RPBE-D3(BJ) gives ZnS an equilibrium volume of 18.16 Å³ per atom, by far the smallest in the table. RPBE-D3 uses the same density functional and a close relative of the same dispersion correction, yet its volume is 19.63 Å³. A change in the form and parameters of the correction has thus removed 7.5% of the crystal's volume. The measured volume is roughly 20 Å³ per atom, a recalled figure that is good enough to call this row too small but too coarse to rank most of the others.

ZnS (space group P6_3mc, 12-atom cell) in VASP, by Kohn-Sham DFT with GGA functionals and any dispersion correction named in the row. All runs use the recommended PAW PBE potentials, a 600 eV plane-wave cutoff, an 8×8×2 k mesh and Fermi-Dirac smearing of 0.05 eV. Cell and atoms are relaxed for a static lattice, without zero-point or thermal motion.

| method | equilibrium volume (Å³/atom) |
| --- | --- |
| PBE | 20.206 |
| PBE-D3 | 19.521 |
| PBE-D3(BJ) | 19.468 |
| PBE-D4 | 19.490 |
| PBE-TS | 19.951 |
| PBEsol-D4 | 18.927 |
| PBEsol-rVV10 | 19.169 |
| RPBE-D3 | 19.632 |
| RPBE-D3(BJ) | 18.162 |
| RPBE-D4 | 19.310 |
| revPBE | 20.766 |
| revPBE-D3 | 19.253 |

Each name has up to two parts. The first is the functional, which supplies the electronic energy: PBE, revPBE, RPBE or PBEsol. The second is a correction for dispersion, the attraction between fluctuating charges on different atoms, which these functionals treat poorly at long range. Cell and atoms were relaxed in every row, so each volume is the one at which that method's calculated stress almost vanishes.

### The slope of the attraction sets the volume

A crystal settles at the volume where its total energy is lowest. There, the inward pull of dispersion balances the outward push of the electronic energy. An attraction that had the same strength at every volume would lower the total energy but leave the crystal's size unchanged. What counts is how fast the attraction grows as the atoms approach, and how stiffly the crystal resists.

PBE-D3 and PBE-TS make the difference visible. The dispersion energy of TS is 89% of that of D3, but TS shrinks the PBE crystal by only 37% as much. The two corrections supply nearly the same energy with very different slopes. The contraction is therefore not proportional to the dispersion energy, although the two do follow the same order among the corrected PBE rows, and the volumes of the RPBE rows fall as their dispersion energy grows.

The pull can be estimated by treating the PBE crystal as a spring. In PBE-D3 the dispersion energy is added to the electronic energy as a separate term, so subtracting it leaves the PBE energy at the contracted volume. This energy lies 5.4 meV per atom above the PBE minimum, for a contraction of 0.685 Å³ per atom. A spring compressed by x at an energy cost W pushes back with 2W/x, here 2 × 0.0054 eV / 0.685 Å³ ≈ 0.016 eV/Å³, or about 2.5 GPa. At equilibrium, dispersion must pull inwards with the same pressure.

The PBE and PBE-D3 rows define this spring, so PBE-TS can serve as a modest test of it. The cost of compression should grow as the square of the contraction, which gives 5.4 × (0.255/0.685)² ≈ 0.75 meV per atom for TS. The calculated cost is 0.78 meV, so the spring is about 4% low. The corresponding pull of TS is only about 1 GPa; the printed output after this text lists the comparisons.

### Why similar energies can pull differently

The attraction between two distant atoms varies as −C₆/r⁶, where r is their separation and C₆ measures how easily their electron clouds respond to each other. At bond distance this formula would be far too strong, and the functional already describes part of the correlation there. Each correction therefore contains damping, which weakens the attraction at short range. Depending on its form, damping can let close pairs contribute energy while adding little inward pull.

TS has a further feature that can flatten the slope. Its coefficients follow the effective size of each atom in the crystal. When compression makes the atoms effectively smaller, their C₆ values fall, which offsets part of the growth expected from shorter distances. This can contribute to the weak contraction only if the stress that guides the relaxation includes the change in C₆, which the outputs don't show. Damping could produce a weak pull without it.

For PBE, the three corrections D3, D3(BJ) and D4 lead to almost the same place. Their volumes span only 0.05 Å³ per atom, less than a tenth of the contraction itself, and D3(BJ) and D4 differ by only 0.02 Å³. The largest residual pressure in the whole set, that of RPBE-D3, is worth about as much as this last difference, but those of the three rows compared here are worth far less. Incomplete relaxation thus doesn't explain the differences, yet they are too small to say much about the corrections. The useful result is their shared contraction of about 3.5%.

### The functional chooses the starting point

Without dispersion, revPBE gives a volume 0.56 Å³ per atom larger than PBE. The reason lies in how the functionals treat exchange, the energy lowering that comes from keeping electrons of like spin apart. All of them increase this lowering where the density changes rapidly compared with its own size, as it does in the thin tails between separated atoms. Compression makes the tails overlap and smooths the density. A functional that rewards steep tails more strongly, as revPBE does compared with PBE, therefore favours a larger crystal.

Adding D3 reverses the order: revPBE-D3 ends 0.27 Å³ per atom below PBE-D3. The parameters of the correction are chosen separately for each functional, largely from the interactions of molecules. A functional that binds molecules too weakly receives more help, and for revPBE in this crystal the help more than cancels the larger starting volume. The dispersion energy is 1.8 times that of PBE-D3, and the contraction from bare revPBE reaches 7.3%. Such a reversal isn't a general rule: RPBE-D3 ends 0.11 Å³ per atom above PBE-D3.

The spring estimate puts the pull in revPBE-D3 at about 5.3 GPa, roughly twice the PBE-D3 value. This figure is probably somewhat low. A real crystal stiffens as it is compressed, so over such a long contraction its final resistance exceeds that of an ideal spring. The conclusion survives this error, because the stronger pull is also plain from the larger contraction.

PBEsol approaches the balance from the other side. It rewards steep density tails less than PBE and is known to give smaller crystals even without dispersion. PBEsol-D4 thus ends 0.56 Å³ per atom below PBE-D4, although its dispersion energy is only 59% as large. The smaller volume can't be credited to a larger dispersion energy; the functional's own preference is the natural explanation.

PBEsol-rVV10 is less contracted than PBEsol-D4, by 0.24 Å³ per atom. Its dispersion term is computed from the electron density, and its short-range part was set weaker than in the original rVV10. That choice fits the larger volume. This row should therefore not be taken as the result of standard rVV10.

### What goes wrong in RPBE-D3(BJ)

RPBE, like revPBE, rewards steep density tails strongly and needs a substantial correction. In RPBE-D3(BJ), however, the dispersion energy reaches 1.22 eV per atom, three times the value in RPBE-D3. The electronic energy is meanwhile 76 meV per atom higher than at the RPBE-D3 volume. RPBE itself thus resists the extra compression, and the correction forces it.

The D3(BJ) form alone isn't to blame, since with PBE it gives nearly the same volume as D3. Nor can the small volume account for most of the excess energy. Going from the PBE-D3(BJ) volume to the RPBE-D3(BJ) volume would strengthen an undamped r⁻⁶ attraction by a factor of (19.47/18.16)² ≈ 1.15, whereas the dispersion energy is about four times as large. The parameters paired with RPBE are the likely source: they appear to leave too much attraction at bond distance. The same pairing is known to shrink metals far too much, so this row records a failure of the correction and not a special property of ZnS.

RPBE-D4 lies between the two D3 versions, 0.32 Å³ per atom below RPBE-D3. With RPBE, then, the choice of correction matters far more than it does among D3, D3(BJ) and D4 with PBE. A functional that starts with too large a crystal relies on a strong correction, and errors in that correction have more room to show.

For a related crystal, the volume can be anticipated in two steps. First ask how strongly the functional rewards steep density tails, which shifts the size without dispersion up or down; then ask how steeply the chosen correction grows near the bond distance, and how soft the crystal is. In practice, a functional and its dispersion correction should be chosen and tested as one method, with the volume as the test and not the size of the dispersion energy.

Output of the analysis:

```
Volumes against bare PBE:
           row  volume_A3_per_atom  change_A3_per_atom  change_percent
           PBE               20.21                   0               0
        PBE-D3               19.52              -0.685           -3.39
    PBE-D3(BJ)               19.47              -0.738          -3.652
        PBE-D4               19.49              -0.716          -3.544
        PBE-TS               19.95              -0.255          -1.262
     PBEsol-D4               18.93              -1.279           -6.33
  PBEsol-rVV10               19.17              -1.037          -5.132
       RPBE-D3               19.63              -0.574          -2.841
   RPBE-D3(BJ)               18.16              -2.044          -10.12
       RPBE-D4               19.31              -0.896          -4.434
        revPBE               20.77                0.56           2.771
     revPBE-D3               19.25              -0.953          -4.716
PBE-D3 less PBE-D3(BJ) volume in A3 per atom: 0.053
Contraction of PBE by TS over that by D3: 0.3723
Dispersion energy of PBE-TS over that of PBE-D3: 0.8949
Electronic cost of the squeeze in PBE-D3 in meV per atom: 5.401
Electronic cost of the squeeze in PBE-TS in meV per atom: 0.78
Estimated inward pull of dispersion in PBE-D3 in GPa: 2.526
Estimated inward pull of dispersion in PBE-TS in GPa: 0.9802
revPBE-D3 less revPBE volume in A3 per atom: -1.513
revPBE-D3 less revPBE volume in percent: -7.286
Electronic cost of the squeeze in revPBE-D3 in meV per atom: 24.89
Estimated inward pull of dispersion in revPBE-D3 in GPa: 5.271
Dispersion energy of revPBE-D3 over that of PBE-D3: 1.835
revPBE-D3 less PBE-D3 volume in A3 per atom: -0.268
RPBE-D3 less PBE-D3 volume in A3 per atom: 0.111
PBEsol-D4 less PBE-D4 volume in A3 per atom: -0.563
Dispersion energy of PBEsol-D4 over that of PBE-D4: 0.5909
PBEsol-D4 less PBEsol-rVV10 volume in A3 per atom: -0.242
RPBE-D4 less RPBE-D3 volume in A3 per atom: -0.322
RPBE-D3(BJ) less RPBE-D3 volume in A3 per atom: -1.47
RPBE-D3(BJ) less RPBE-D3 volume in percent: -7.488
Dispersion energy of RPBE-D3(BJ) over that of RPBE-D3: 3.041
Electronic energy of RPBE-D3(BJ) above that of RPBE-D3 in meV per atom: 75.72
Volume worth of the largest residual pressure in A3 per atom: 0.0209
```
